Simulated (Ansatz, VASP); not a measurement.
K in VASP and in Ansatz

```
CELL_PARAMETERS angstrom
-2.52419 2.52419 2.52419
2.52419 -2.52419 2.52419
2.52419 2.52419 -2.52419
ATOMIC_POSITIONS crystal
K 0.00000 0.00000 0.00000
```

Alike in both runs: task single point; functional LDA; k mesh 9 × 9 × 9; occupations methfessel-paxton of order 1, width 0.2 eV; no spin polarisation.

```csv
,VASP,Ansatz
version,VASP 6.6.1,Ansatz 0.2.0
potentials or method,"VASP PAW LDA potentials, release 64 (K_sv)","plane waves (420 eV) with PAW, scalar-relativistic"
plane-wave cutoff (eV),520,420
valence electrons in the cell,9,9
```

```tsv
	VASP	Ansatz	Ansatz less VASP
pressure (GPa)	0.0	0.0	+0.02
```

Ansatz warned: «pseudo_functional_mismatch».
